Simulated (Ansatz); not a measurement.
Molecular dynamics of SiNi

The input (input.yaml):

```yaml
accuracy: low
crystal:
  lattice:
    - [0.0, 4.641937, 4.641937]
    - [4.641937, 0.0, 4.641937]
    - [4.641937, 4.641937, 0.0]
  atoms:
    - { symbol: Si, position: [0.29049085, 0.42936777, 0.39424503] }
    - { symbol: Si, position: [0.82876748, 0.62303141, 0.29952612] }
    - { symbol: Si, position: [0.26098205, 1.09418791, 0.30220532] }
    - { symbol: Si, position: [0.43776501, 0.15742626, 0.84453493] }
    - { symbol: Ni, position: [0.08086743, -0.11431325, 0.12093943] }
    - { symbol: Ni, position: [0.64754365, 0.11127223, 0.27963266] }
    - { symbol: Ni, position: [0.21457105, 0.4893831, 0.02915405] }
    - { symbol: Ni, position: [0.01453169, 0.25785823, 0.64125578] }
    - { symbol: Si, position: [0.87968436, 0.88244514, 0.93373488] }
    - { symbol: Si, position: [0.42505034, 0.79270194, 0.82652254] }
    - { symbol: Si, position: [0.87993047, 0.46629471, 0.89913253] }
    - { symbol: Si, position: [0.80835972, 0.80480854, 0.53443726] }
    - { symbol: Ni, position: [0.62323301, 0.47859066, 0.71272721] }
    - { symbol: Ni, position: [0.14834669, 0.74589689, 0.58100884] }
    - { symbol: Ni, position: [0.82682353, 0.18247811, 0.47654012] }
    - { symbol: Ni, position: [0.53450563, 0.72908197, 0.14231075] }
basis:
  ecutwfc: 420.0
kpoints:
  mp_grid: { grid: [2, 2, 2] }
hamiltonian:
  xc: pbe
  pseudopotentials: { kind: paw, azcp: { folder: soft_1 } }
scf:
  occupations: { method: fermi_dirac, width: 0.3 }
  lower_state_search: "off"
md:
  timestep: 3.0
  n_steps: 300
  ensemble: nvt_langevin
  temperature: 2100.0
  initial_velocities: maxwell_boltzmann
  seed: 204432
  friction: 0.05
```

Run as:

```bash
$ ansatz run input.yaml --threads 2 --pin off --max-ram 5120MiB --backend cpu --events-out ev --progress --plain --runs-dir out
```

It goes on from the last frame of an earlier run, with new velocities.

Output, in part (step lines):

```
md step     0: t =     0.00 fs  T =  1968.7 K  F+E_penalty+E_count = -51805.13303475 eV  E_kin = 4.071690 eV  (12 SCF iters)
md step     1: t =     3.00 fs  T =  2237.0 K  F+E_penalty+E_count = -51805.39178547 eV  E_kin = 4.626521 eV  (9 SCF iters)
md step     2: t =     6.00 fs  T =  2628.3 K  F+E_penalty+E_count = -51805.65840585 eV  E_kin = 5.435737 eV  (9 SCF iters)
md step     3: t =     9.00 fs  T =  2522.2 K  F+E_penalty+E_count = -51805.75693082 eV  E_kin = 5.216313 eV  (9 SCF iters)
md step     4: t =    12.00 fs  T =  2770.9 K  F+E_penalty+E_count = -51805.76343619 eV  E_kin = 5.730756 eV  (9 SCF iters)
md step     5: t =    15.00 fs  T =  2490.7 K  F+E_penalty+E_count = -51805.74583125 eV  E_kin = 5.151206 eV  (8 SCF iters)
md step     6: t =    18.00 fs  T =  2960.5 K  F+E_penalty+E_count = -51805.68386040 eV  E_kin = 6.122854 eV  (8 SCF iters)
md step     7: t =    21.00 fs  T =  2482.4 K  F+E_penalty+E_count = -51805.51717595 eV  E_kin = 5.134050 eV  (8 SCF iters)
[... lines left out ...]
md step   299: t =   897.00 fs  T =  2055.2 K  F+E_penalty+E_count = -51805.75545127 eV  E_kin = 4.250464 eV  (8 SCF iters)
md step   300: t =   900.00 fs  T =  2209.9 K  F+E_penalty+E_count = -51805.88820615 eV  E_kin = 4.570389 eV  (9 SCF iters)
```

The steps, from the saved trajectory:

| time (fs) | T (K) | potential energy less start (eV) |
| --- | --- | --- |
| 0.0 | 1969 | 0.000 |
| 30.0 | 2932 | -0.418 |
| 60.0 | 1894 | 0.323 |
| 90.0 | 1446 | -0.587 |
| 120.0 | 1870 | -1.213 |
| 150.0 | 2501 | -1.764 |
| 180.0 | 2266 | -0.728 |
| 210.0 | 1856 | -0.233 |
| 240.0 | 1484 | -0.392 |
| 270.0 | 2538 | -0.122 |
| 300.0 | 2866 | -0.386 |
| 330.0 | 2424 | -1.379 |
| 360.0 | 1762 | -1.276 |
| 390.0 | 1706 | -0.454 |
| 420.0 | 1639 | -1.299 |
| 450.0 | 1408 | -1.540 |
| 480.0 | 2104 | -1.601 |
| 510.0 | 2273 | -1.318 |
| 540.0 | 3323 | -0.555 |
| 570.0 | 2082 | 0.087 |
| 600.0 | 2086 | -1.281 |
| 630.0 | 2443 | -0.670 |
| 660.0 | 1657 | 2.305 |
| 690.0 | 2346 | -0.824 |
| 720.0 | 1510 | 1.516 |
| 750.0 | 2370 | 1.310 |
| 780.0 | 2671 | 1.480 |
| 810.0 | 2833 | -0.521 |
| 840.0 | 2593 | -0.145 |
| 870.0 | 1669 | 0.233 |
| 900.0 | 2210 | -0.755 |

All steps were run. A run of 0.9 ps of so small a system gives no equilibrium averages. Spin polarisation was left off. Limits of this set-up: coarse k mesh, magnetic elements without spin, low accuracy level.

Mean squared displacements from the first frame to the last, about the centre of mass: Si 0.87 Å², Ni 1.02 Å².

Last frame:

```xyz
16
Lattice="0.0000 4.6419 4.6419 4.6419 0.0000 4.6419 4.6419 4.6419 0.0000" Properties=species:S:1:pos:R:3
Si 3.511 3.387 4.125
Si 4.293 5.172 5.900
Si 6.391 3.974 6.084
Si 4.271 5.179 2.275
Ni -0.280 0.908 -1.153
Ni 1.309 3.788 3.768
Ni 2.243 1.709 2.953
Ni 4.221 2.670 1.619
Si 8.007 8.141 8.841
Si 7.145 5.975 5.110
Si 6.641 8.544 6.123
Si 6.817 6.144 7.890
Ni 4.771 6.230 3.956
Ni 5.603 3.736 3.660
Ni 0.870 6.222 5.434
Ni 4.004 2.826 6.276
```

The run took 22 min on 2 threads of Arm Neoverse V2, on a shared host, peak memory 0.78 GiB.
